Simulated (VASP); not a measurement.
# Fe in VASP: notebook, part 2 of 2

VASP 6.6.1. The steps go on from the part before.

### 3 Relaxation of the atoms, PBE, collinear spin, ferromagnetic start

Input file INCAR:

```
SYSTEM = Fe
  ALGO = Normal
  AMIX = 0.2
  AMIX_MAG = 0.8
  BMIX = 1E-4
  BMIX_MAG = 1E-4
  DIPOL = 0.5 0.5 0.500
  EDIFF = 1E-6
  EDIFFG = -0.02
  ENCUT = 520
  GGA = PE
  IBRION = 2
  IDIPOL = 3
  ISIF = 2
  ISMEAR = 1
  ISPIN = 2
  KPAR = 2
  LASPH = .True.
  LCHARG = .False.
  LDIPOL = .True.
  LMAXMIX = 4
  LORBIT = 11
  LREAL = .False.
  LWAVE = .False.
  MAGMOM = 2.4 2.4 2.4 2.4
  NELM = 150
  NSW = 80
  PREC = Accurate
  SIGMA = 0.1
```

Input file KPOINTS:

```
k-points
0
Gamma
  14 14 1
  0 0 0
```

Input file POSCAR:

```
Fe
1.0
    2.8292640000      0.0000000000      0.0000000000
    0.0000000000      2.8292640000      0.0000000000
    0.0000000000      0.0000000000     19.2438960000
Fe
4
Direct
    0.5000000000      0.5000000000      0.3897339700
    0.0000000000      0.0000000000      0.4632446600
    0.5000000000      0.5000000000      0.5367553400
    0.0000000000      0.0000000000      0.6102660300
```

Potentials or basis: VASP PAW PBE potentials, release 64 (Fe).

The run is started by

```console
$ cat potpaw_PBE.64/Fe/POTCAR > POTCAR
$ mpirun -np 2 vasp_std > vasp.out
```

OUTCAR:

```text
SYSTEM = Fe
   AMIX = 0.2
   AMIX_MAG = 0.8
   EDIFF = 1E-6
   EDIFFG = -0.02
   ENCUT = 520
   GGA = PE
   IBRION = 2
   ISIF = 2
   ISMEAR = 1
   ISPIN = 2
   LASPH = .True.
   LORBIT = 11
   LREAL = .False.
   NELM = 150
   NSW = 80
   PREC = Accurate

 ion  position               nearest neighbor table
   1  0.500  0.500  0.390-   2 2.45   2 2.45   2 2.45   2 2.45   3 2.83
   2  0.000  0.000  0.463-   3 2.45   3 2.45   3 2.45   3 2.45   1 2.45   1 2.45   1 2.45   1 2.45
                             4 2.83
   3  0.500  0.500  0.537-   2 2.45   2 2.45   2 2.45   2 2.45   4 2.45   4 2.45   4 2.45   4 2.45
                             1 2.83
   4  0.000  0.000  0.610-   3 2.45   3 2.45   3 2.45   3 2.45   2 2.83

  LATTYP: Found a simple tetragonal cell.
 ALAT       =     2.8292640000
 C/A-ratio  =     6.8017321819

  Lattice vectors:

 A1 = (   2.8292640000,   0.0000000000,   0.0000000000)
 A2 = (   0.0000000000,   2.8292640000,   0.0000000000)
 A3 = (   0.0000000000,   0.0000000000,  19.2438960000)

Analysis of symmetry for initial positions (statically):
=====================================================================
 Subroutine PRICEL returns:
 Original cell was already a primitive cell.

 Routine SETGRP: Setting up the symmetry group for a
 simple tetragonal supercell.

[... 444 lines left out ...]
 k-point     1 :       0.0000    0.0000    0.0000
  band No.  band energies     occupation
      1      -8.5552      1.00000
      2      -6.6392      1.00000
      3      -5.4775      1.00000
      4      -5.4533      1.00000
      5      -5.2006      1.00000
      6      -4.8184      1.00000
[... 661 lines left out ...]
     24       2.6413      0.00000
     25       3.5509      0.00000

 [... further k-points ...]

 spin component 2

 k-point     1 :       0.0000    0.0000    0.0000
  band No.  band energies     occupation
      1      -8.3141      1.00000
      2      -6.2028      1.00000
      3      -3.9755      1.00000
      4      -3.5574      1.00000
      5      -3.3817      1.00000
      6      -2.4072      1.00000
[... 664 lines left out ...]
 [... further k-points ...]

------------------------ aborting loop because EDIFF is reached ----------------------------------------

 vacuum level on the upper side and lower side of the slab       (xc-potential included)        -0.042        -0.042

  FORCE on cell =-STRESS in cart. coord.  units (eV):
  Direction    XX          YY          ZZ          XY          YZ          ZX
  --------------------------------------------------------------------------------------
  -------------------------------------------------------------------------------------
  Total       -1.9653403     -1.9653403     -0.0606510      0.0000000      0.0000000      0.0000000
  in kB      -20.4412949    -20.4412949     -0.6308247      0.0000000      0.0000000      0.0000000
  external PRESSURE =     -13.8378048 kB  Pullay stress =       0.0000000 kB
[... 19 lines left out ...]
  FREE ENERGIE OF THE ION-ELECTRON SYSTEM (eV)
  ---------------------------------------------------
  free  energy   TOTEN  =       -30.4321287628 eV

  energy  without entropy=      -30.4295852467  energy(sigma->0) =      -30.43128092

 reached required accuracy - stopping structural energy minimisation

 vacuum level on the upper side and lower side of the slab         2.998         2.998

 total charge

# of ion       s       p       d       tot
------------------------------------------
    1        0.456   0.338   6.142   6.936
    2        0.477   0.510   6.242   7.230
    3        0.477   0.510   6.242   7.230
    4        0.456   0.338   6.142   6.936
--------------------------------------------------
tot          1.867   1.696  24.769  28.332

 magnetization (x)

# of ion       s       p       d       tot
------------------------------------------
    1        0.006  -0.008   2.936   2.935
    2       -0.016  -0.058   2.509   2.434
    3       -0.016  -0.058   2.509   2.434
    4        0.006  -0.008   2.936   2.935
--------------------------------------------------
tot         -0.020  -0.132  10.890  10.739
```

OSZICAR:

```text
N       E                     dE             d eps       ncg     rms          rms(c)
DAV:   1     0.237405219894E+03    0.23741E+03   -0.12768E+04  3600   0.117E+03
DAV:   2    -0.204100763799E+02   -0.25782E+03   -0.24207E+03  3618   0.296E+02
[... 75 lines left out ...]
DAV:   5    -0.304323220298E+02   -0.20454E-03   -0.13574E-03  5190   0.412E-01    0.199E-01
DAV:   6    -0.304321529610E+02    0.16907E-03   -0.88347E-04  4980   0.653E-01    0.811E-02
DAV:   7    -0.304321301238E+02    0.22837E-04   -0.11294E-04  5330   0.211E-01    0.367E-02
DAV:   8    -0.304321326440E+02   -0.25202E-05   -0.18213E-05  4418   0.377E-02    0.313E-02
DAV:   9    -0.304321291170E+02    0.35271E-05   -0.62078E-06  4044   0.535E-02    0.109E-02
DAV:  10    -0.304321287628E+02    0.35413E-06   -0.18540E-06  2351   0.209E-02
   7 F= -.30432129E+02 E0= -.30431281E+02  d E =-.109999E-02  mag=    10.9883
```

CONTCAR:

```text
Fe
   1.00000000000000
     2.8292639999999998    0.0000000000000000    0.0000000000000000
     0.0000000000000000    2.8292639999999998    0.0000000000000000
     0.0000000000000000    0.0000000000000000   19.2438959999999994
  Fe
     4
Direct
     0.5000000000000000    0.5000000000000000    0.3881887041301833
     0.0000000000000000    0.0000000000000000    0.4608846633573388
     0.5000000000000000    0.5000000000000000    0.5391153366426612
     1.0000000000000000    0.0000000000000000    0.6118112958698166

  0.00000000E+00  0.00000000E+00  0.00000000E+00
  0.00000000E+00  0.00000000E+00  0.00000000E+00
  0.00000000E+00  0.00000000E+00  0.00000000E+00
  0.00000000E+00  0.00000000E+00  0.00000000E+00
```

It took 7.3 min on 2 MPI ranks of Intel Xeon Platinum 8488C (Sapphire Rapids), shared host; peak memory 0.44 GiB.

What came out:

```
Free energy                                           : -30.4321 eV
Energy gained by relaxing                             : 6.0 meV/atom
Ionic steps                                           : 7
Largest force after relaxing                          : 0.014 eV/Å
Band gap on the k mesh                                : none (metal or under the smearing width)
Net moment                                            : 10.99 μB per cell
Site moments                                          : Fe +2.94, +2.43 μB
Valence electrons inside the program's atomic spheres : Fe 6.94, 7.23
```

Forces in eV/Å, atoms in the order of the input:
```
Fe   0.000  0.000  0.014
Fe   0.000  0.000 -0.004
Fe   0.000  0.000  0.004
Fe   0.000  0.000 -0.014
```

The path:
```tsv
step	energy change (eV)	largest force (eV/Å)	pressure (GPa)
1	0.0000	0.5406	-0.89
2	-0.0195	0.2058	-0.92
3	-0.0229	0.0530	-0.98
4	-0.0229	0.0532	-0.98
5	-0.0232	0.0474	-1.02
6	-0.0238	0.0265	-1.15
7	-0.0240	0.0145	-1.38
```

Final structure:
```
Fe
1.0
     2.82926    0.00000    0.00000
     0.00000    2.82926    0.00000
     0.00000    0.00000   19.24390
Fe
4
Cartesian
  1.4146 1.4146 7.4703
  0.0000 0.0000 8.8692
  1.4146 1.4146 10.3747
  2.8293 0.0000 11.7736
```

### 4 Single point, PBE, collinear spin, ferromagnetic start

Changes to INCAR since step 3:

```diff
@@ -8,6 +8,5 @@
   EDIFF = 1E-6
-  EDIFFG = -0.02
   ENCUT = 520
   GGA = PE
-  IBRION = 2
+  ICORELEVEL = 1
   IDIPOL = 3
@@ -23,6 +22,8 @@
   LREAL = .False.
+  LVACPOTAV = .True.
+  LVHAR = .True.
   LWAVE = .False.
   MAGMOM = 2.4 2.4 2.4 2.4
+  NBANDS = 28
   NELM = 150
-  NSW = 80
   PREC = Accurate
```

KPOINTS is that of step 3.

Input file POSCAR:

```
Fe                                      
1.0
    2.8292640000      0.0000000000      0.0000000000
    0.0000000000      2.8292640000      0.0000000000
    0.0000000000      0.0000000000     19.2438960000
  Fe            
     4
Direct
     0.5000000000000000    0.5000000000000000    0.3881887041301833
     0.0000000000000000    0.0000000000000000    0.4608846633573388
     0.5000000000000000    0.5000000000000000    0.5391153366426612
     1.0000000000000000    0.0000000000000000    0.6118112958698166
```

The run is started by

```console
$ cat potpaw_PBE.64/Fe/POTCAR > POTCAR
$ mpirun -np 2 vasp_std > vasp.out
```

Run time: 2.2 min. Hardware: 2 MPI ranks of Intel Xeon Platinum 8488C (Sapphire Rapids), shared host; peak memory 0.44 GiB.

It converged, with:

| Item | Value |
| --- | --- |
| Free energy | -30.4321 eV |
| Largest force | 0.016 eV/Å |
| Band gap on the k mesh | none (metal or under the smearing width) |
| Net moment | 10.99 μB per cell |
| Site moments | Fe +2.94, +2.43 μB |
| Valence electrons inside the program's atomic spheres | Fe 6.94, 7.23 |
| Work function of the upper face | 3.97 eV |
| Work function of the lower face | 3.97 eV |

Forces on the atoms (eV/Å):
```
Fe   0.000  0.000  0.016
Fe   0.000  0.000 -0.004
Fe   0.000  0.000  0.004
Fe   0.000  0.000 -0.016
```

Levels at points of the mesh, in eV from the Fermi level:
Spin up:
```tsv
k point	band 19	band 20	band 21	band 22	band 23	band 24
(0.00, 0.00, 0.00)	-1.06	-0.76	-0.63	-0.63	-0.44	1.27
(0.50, 0.00, 0.00)	-0.26	-0.26	0.10	0.10	0.37	0.37
(0.50, 0.50, 0.00)	-0.94	-0.94	1.71	1.71	4.80	4.80
```
Spin down:
```tsv
k point	band 7	band 8	band 9	band 10	band 11	band 12	band 13	band 14
(0.00, 0.00, 0.00)	-0.22	-0.22	0.09	0.09	0.11	0.12	0.23	0.36
(0.50, 0.00, 0.00)	-0.91	-0.91	-0.16	-0.16	-0.05	-0.05	0.42	0.42
(0.50, 0.50, 0.00)	-1.63	-1.63	-0.90	-0.90	1.27	1.27	1.34	1.34
```

Core levels (eV, on the scale of the bands):
| atom | levels |
| --- | --- |
| 1 Fe | 1s -6992.9, 2s -813.9, 2p -692.7, 3s -87.9, 3p -54.0 |
| 2 Fe | 1s -6992.6, 2s -813.7, 2p -692.5, 3s -87.6, 3p -53.6 |
| 3 Fe | 1s -6992.6, 2s -813.7, 2p -692.5, 3s -87.6, 3p -53.6 |
| 4 Fe | 1s -6992.9, 2s -813.9, 2p -692.7, 3s -87.9, 3p -54.0 |
